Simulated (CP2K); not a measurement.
# Cu (P-1) in CP2K: convergence with ngrids

Aim: find how far ngrids must go before the results for Cu settle, at LDA. This setting moves, with any that are tied to it; all else stays.

All numbers are computed with CP2K 2026.2; they aren't measurements. Logs are shortened: lines on timing, memory, paths and dates and some standing lists are left out, and cuts for length are marked.

## 1. The cell of the first run

The typed cell holds 1 atom: a = 2.525 Å, b = 2.522 Å, c = 2.554 Å, α = 60.21°, β = 62.10°, γ = 61.37°.

The cell isn't the ideal one: cell strained at random at fixed volume.

## 2. With ngrids 1

File cu_converge.inp:

```
&GLOBAL
  PROJECT cu_converge
  RUN_TYPE ENERGY_FORCE
  PRINT_LEVEL LOW
&END GLOBAL
&FORCE_EVAL
  METHOD QS
  STRESS_TENSOR ANALYTICAL
  &DFT
    BASIS_SET_FILE_NAME BASIS_MOLOPT_UZH
    POTENTIAL_FILE_NAME GTH_POTENTIALS
    &MGRID
      CUTOFF 450
      REL_CUTOFF 60
      NGRIDS 1
    &END MGRID
    &QS
      METHOD GPW
      EPS_DEFAULT 1.0E-10
    &END QS
    &KPOINTS
      SCHEME MONKHORST-PACK 10 10 10
      GAMMA_CENTERED T
      SYMMETRY T
      SYMMETRY_BACKEND SPGLIB
    &END KPOINTS
    &SCF
      SCF_GUESS ATOMIC
      EPS_SCF 1.0E-6
      MAX_SCF 100
      ADDED_MOS 11
      CHOLESKY OFF
      EPS_EIGVAL 1.0E-7
      &DIAGONALIZATION ON
        ALGORITHM STANDARD
      &END DIAGONALIZATION
      &MIXING ON
        METHOD BROYDEN_MIXING
        ALPHA 0.4
        BETA 1.5
        NBUFFER 8
      &END MIXING
      &SMEAR ON
        METHOD FERMI_DIRAC
        ELECTRONIC_TEMPERATURE [K] 300.557
      &END SMEAR
    &END SCF
    &XC
      &XC_FUNCTIONAL
        &LDA_X
        &END LDA_X
        &LDA_C_PW
        &END LDA_C_PW
      &END XC_FUNCTIONAL
    &END XC
    &PRINT
      &KPOINTS ON
      &END KPOINTS
      &MULLIKEN ON
      &END MULLIKEN
      &MO ON
        ENERGIES T
        OCCUPATION_NUMBERS T
        &EACH
          QS_SCF 0
        &END EACH
        ADD_LAST NUMERIC
      &END MO
    &END PRINT
  &END DFT
  &SUBSYS
    &CELL
      A 2.5251154420 0.0000000000 0.0000000000
      B 1.2082408353 2.2135045774 0.0000000000
      C 1.1951133890 0.7930575067 2.1130179512
      PERIODIC XYZ
    &END CELL
    &COORD
      SCALED
      Cu  0.0230460000 -0.0292680000 0.0009060000
    &END COORD
    &KIND Cu
      BASIS_SET TZVP-MOLOPT-PBE-GTH-q11
      POTENTIAL GTH-PADE-q11
    &END KIND
    &PRINT
      &ATOMIC_COORDINATES ON
      &END ATOMIC_COORDINATES
      &CELL ON
      &END CELL
      &SYMMETRY ON
      &END SYMMETRY
    &END PRINT
  &END SUBSYS
  &PRINT
    &FORCES ON
    &END FORCES
    &STRESS_TENSOR ON
    &END STRESS_TENSOR
  &END PRINT
&END FORCE_EVAL
```

Potentials or basis: GTH_POTENTIALS Cu GTH-PADE-q11; TZVP-MOLOPT-PBE-GTH basis.

Run with:

```bash
$ OMP_NUM_THREADS=1 cp2k.psmp -i cu_converge.inp -o cu_converge.out
```

It took 8.4 min on 1 thread of Arm Neoverse V1, shared host.

The calculation hadn't finished when its time ran out.

## 3. With ngrids 2

Changes to cu_converge.inp since step 2:

```diff
@@ -14,3 +14,3 @@
       REL_CUTOFF 60
-      NGRIDS 1
+      NGRIDS 2
     &END MGRID
```

Potentials or basis: GTH_POTENTIALS Cu GTH-PADE-q11; TZVP-MOLOPT-PBE-GTH basis.

Run with:

```bash
$ OMP_NUM_THREADS=1 cp2k.psmp -i cu_converge.inp -o cu_converge.out
```

Run time: 8.4 min. Hardware: 1 thread of Arm Neoverse V1, shared host.

The calculation hadn't finished when its time ran out.

## 4. With ngrids 3

Changes to cu_converge.inp since step 3:

```diff
@@ -14,3 +14,3 @@
       REL_CUTOFF 60
-      NGRIDS 2
+      NGRIDS 3
     &END MGRID
```

Potentials or basis: GTH_POTENTIALS Cu GTH-PADE-q11; TZVP-MOLOPT-PBE-GTH basis.

Run with:

```bash
$ OMP_NUM_THREADS=1 cp2k.psmp -i cu_converge.inp -o cu_converge.out
```

cu_converge.out:

```text

 CP2K| version string:                                       CP2K version 2026.2
 CP2K| Input file name                                           cu_converge.inp

 GLOBAL| Force Environment number                                              1
 GLOBAL| Basis set file name                                    BASIS_MOLOPT_UZH
 GLOBAL| Potential file name                                      GTH_POTENTIALS
 GLOBAL| MM Potential file name                                     MM_POTENTIAL
 GLOBAL| Coordinate file name                                      __STD_INPUT__
 GLOBAL| Method name                                                        CP2K
 GLOBAL| Project name                                                cu_converge
 GLOBAL| Run type                                                   ENERGY_FORCE
 GLOBAL| FFT library                                                       FFTW3
[... 8 lines left out ...]
 GLOBAL| CPU model name                                                  UNKNOWN

 CELL| Volume [angstrom^3]:                                            11.810407
 CELL| Vector a [angstrom]:       2.525     0.000     0.000   |a| =     2.525115
 CELL| Vector b [angstrom]:       1.208     2.214     0.000   |b| =     2.521795
 CELL| Vector c [angstrom]:       1.195     0.793     2.113   |c| =     2.553837
 CELL| Angle (b,c), alpha [degree]:                                    60.212466
 CELL| Angle (a,c), beta  [degree]:                                    62.097534
 CELL| Angle (a,b), gamma [degree]:                                    61.372094
 CELL| Numerically orthorhombic:                                              NO
 CELL| Periodicity                                                           XYZ

 CELL_REF| Volume [angstrom^3]:                                        11.810407
 CELL_REF| Vector a [angstrom     2.525     0.000     0.000   |a| =     2.525115
 CELL_REF| Vector b [angstrom     1.208     2.214     0.000   |b| =     2.521795
 CELL_REF| Vector c [angstrom     1.195     0.793     2.113   |c| =     2.553837
 CELL_REF| Angle (b,c), alpha [degree]:                                60.212466
 CELL_REF| Angle (a,c), beta  [degree]:                                62.097534
 CELL_REF| Angle (a,b), gamma [degree]:                                61.372094
 CELL_REF| Numerically orthorhombic:                                          NO
[... 153 lines left out ...]

  Total energy:                                               -48.08861081742304
  Total energy (extrapolated to T->0):                        -48.08858689027970

 MO| EIGENVALUES AND OCCUPATION NUMBERS FOR K POINT 1
 MO|
 MO|  Index      Eigenvalue [a.u.]        Eigenvalue [eV]             Occupation
 MO|      1               0.020102               0.547014               2.000000
 MO|      2               0.096727               2.632070               2.000000
 MO|      3               0.105274               2.864643               2.000000
 MO|      4               0.137857               3.751277               2.000000
 MO|      5               0.148853               4.050491               2.000000
 MO|      6               0.150143               4.085607               2.000000
[... 314 lines left out ...]
 MO|     16               1.893674              51.529478               0.000000
 MO|     17               2.134130              58.072626               0.000000
 MO| Sum:                                                              12.000000
 MO| E(Fermi):            0.212349 a.u.          5.778304 eV
 MO| Band gap:            0.522356 a.u.         14.214037 eV

 [... the levels of further k-points ...]

 !-----------------------------------------------------------------------------!
                     Mulliken Population Analysis

 #  Atom  Element  Kind  Atomic population                           Net charge
       1     Cu       1         11.000000                             -0.000000
 # Total charge                             11.000000                 -0.000000

 !-----------------------------------------------------------------------------!

 ENERGY| Total FORCE_EVAL ( QS ) energy [hartree]            -48.088610917137196

 FORCES| Atomic forces [hartree/bohr]
 FORCES|   Atom     x               y               z               |f|
 FORCES|      1 -2.14118145E-05 -3.96904358E-06  4.00020631E-06   2.21409295E-05
 FORCES| Sum    -2.14118145E-05 -3.96904358E-06  4.00020631E-06
 FORCES| Total atomic force                                       2.21409295E-05

 STRESS| Analytical stress tensor [bar]
 STRESS|                        x                   y                   z
 STRESS|      x       -8.94211948483E+04   1.21661920473E+04   1.00765927484E+04
 STRESS|      y        1.21661920473E+04  -9.49284819693E+04  -8.11533426614E+03
 STRESS|      z        1.00765927484E+04  -8.11533426614E+03  -1.05123033533E+05
 STRESS| 1/3 Trace                                            -9.64909034501E+04
 STRESS| Determinant                                          -8.63251187166E+14

 STRESS| Eigenvectors and eigenvalues of the analytical stress tensor [bar]
 STRESS|                        1                   2                   3
 STRESS| Eigenvalues  -1.17624405822E+05  -9.25507436881E+04  -7.92975608402E+04
 STRESS|      x          -0.476145665371     -0.328981340934      0.815510013835
 STRESS|      y           0.511107214192      0.651119652586      0.561081646124
 STRESS|      z           0.715579989204     -0.683969645039      0.141883063531
```

It took 6.2 min on 1 thread of Arm Neoverse V1, shared host; peak memory 0.4 GiB.

Results:

* Free energy: -1308.5577 eV
* Pressure: -9.6 GPa
* Band gap on the k mesh: none (metal or under the smearing width)

## 5. With ngrids 4

Changes to cu_converge.inp since step 4:

```diff
@@ -14,3 +14,3 @@
       REL_CUTOFF 60
-      NGRIDS 3
+      NGRIDS 4
     &END MGRID
```

Run with:

```bash
$ OMP_NUM_THREADS=1 cp2k.psmp -i cu_converge.inp -o cu_converge.out
```

Wall time 4.9 min (1 thread of Arm Neoverse V1, shared host); peak memory 0.4 GiB.

It converged, with:

```
Free energy            : -1308.5577 eV
Pressure               : -9.6 GPa
Band gap on the k mesh : none (metal or under the smearing width)
```

## 6. With ngrids 5

Changes to cu_converge.inp since step 5:

```diff
@@ -14,3 +14,3 @@
       REL_CUTOFF 60
-      NGRIDS 4
+      NGRIDS 5
     &END MGRID
```

Potentials or basis: GTH_POTENTIALS Cu GTH-PADE-q11; TZVP-MOLOPT-PBE-GTH basis.

Run with:

```bash
$ OMP_NUM_THREADS=1 cp2k.psmp -i cu_converge.inp -o cu_converge.out
```

It took 5 min on 1 thread of Arm Neoverse V1, shared host; peak memory 0.4 GiB.

The run converged. Its results:

```
Free energy            : -1308.5577 eV
Pressure               : -9.6 GPa
Band gap on the k mesh : none (metal or under the smearing width)
```

## 7. With ngrids 6

Changes to cu_converge.inp since step 6:

```diff
@@ -14,3 +14,3 @@
       REL_CUTOFF 60
-      NGRIDS 5
+      NGRIDS 6
     &END MGRID
```

Run with:

```bash
$ OMP_NUM_THREADS=1 cp2k.psmp -i cu_converge.inp -o cu_converge.out
```

It took 4.9 min on 1 thread of Arm Neoverse V1, shared host; peak memory 0.4 GiB.

Results (log left out):

```yaml
Free_energy: -1308.5577 eV
Pressure: -9.6 GPa
Band_gap_on_the_k_mesh: none (metal or under the smearing width)
```

## 8. Result

```csv
ngrids,"energy less the tightest run, at zero smearing (meV/atom)",SCF cycles,CPU time (s),peak memory (GiB)
1,timed out after 510 s,-,-,-
2,timed out after 510 s,-,-,-
3,0.00,12,370,0.4
4,0.00,12,300,0.4
5,0.00,12,300,0.4
6,0.00,12,300,0.4
```

Against the tightest run, the energy stays within 1 meV/atom from 3 on. The tightest run that finished is the yardstick and may itself not be fully converged.

Caveats: the basis of atomic orbitals isn't converged, which shifts pressures, moduli and gaps.
